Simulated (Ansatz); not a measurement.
# The polar optical mode of NaH at 1 GPa, worked through

All numbers below come from DFT LDA, scalar-relativistic, plane waves, PAW (Ansatz 0.2.0). Cutoff 420 eV, 8×8×8 k-points (Γ-centred), fixed occupations. No spin polarisation. Phonons by linear response, acoustic sum rule imposed.

The cell, relaxed at 1 GPa:
```xyz
2
Lattice="0.0000 2.3185 2.3185 2.3185 0.0000 2.3185 2.3185 2.3185 0.0000" Properties=species:S:1:pos:R:3 pbc="T T T"
Na    0.0000    0.0000    0.0000
H     2.3185    2.3185    2.3185
```

Linear response gives ν_TO = 596.5 cm⁻¹, Born charges ±0.934 e (positive on Na) and ε∞ = 3.348. The primitive cell holds 24.926 Å³, and the masses are 22.990 and 1.008 amu.

Question: Find ν_LO and the static dielectric constant.

Answer: The long-wave field adds a restoring force: ω_LO² − ω_TO² = Z*²e²/(ε_vac ε∞ μV). In these units ν_LO² − ν_TO² = 4.92064×10⁷ Z*²/(μ V ε∞) cm⁻², with μ = m₁m₂/(m₁ + m₂) = 0.966 amu: 533208 cm⁻². So ν_LO = √(596.5² + 533208) = 942.9 cm⁻¹, and the run gives 942.9. Lyddane–Sachs–Teller then gives ε0 = ε∞ (ν_LO/ν_TO)² = 8.37, against 8.37 in the run (it forms both from the same three quantities, so the match checks the arithmetic only). Between ν_TO and ν_LO the dielectric function is negative and an undamped crystal reflects fully: a reststrahlen band from 10.6 to 16.8 μm.

Question: What do the Clausius–Mossotti polarisability and the Szigeti charge come to?

Answer: With the Lorentz local field, α = (3V/4π)(ε∞ − 1)/(ε∞ + 2) = 2.61 Å³ for the pair, and e_S = 3Z*/(ε∞ + 2) = 0.52 e. The Born charge includes the electrons' response to the dipole's own local field, and e_S takes that enhancement out. The Lorentz field assumes point-like polarisable ions, a fair picture at this small ε∞.

Question: How strongly does a slow electron couple to the LO mode?

Answer: For one isotropic parabolic band, Fröhlich's constant is α_F = (1/ε∞ − 1/ε0) √(m* Ry/ħω_LO), with Ry = 13.606 eV, ħω_LO = 116.9 meV and m* in free-electron masses: α_F = 0.1791 × 10.79 × √m* = 1.93 √m*. The band mass isn't part of this run; for m* = 0.1, 0.3 and 1 it gives 0.61, 1.06, 1.93. In weak coupling the polaron lies α_F ħω_LO below the band edge (124 meV at m* = 0.3) with a mass m*(1 + α_F/6); past α_F of about 5 or 6 that expansion fails. A semilocal functional's ε∞ tends to be too large, which taken alone lowers α_F.

Cost: 1 run of about 0.34 core-minutes, on Arm Neoverse N1 (shared hosts).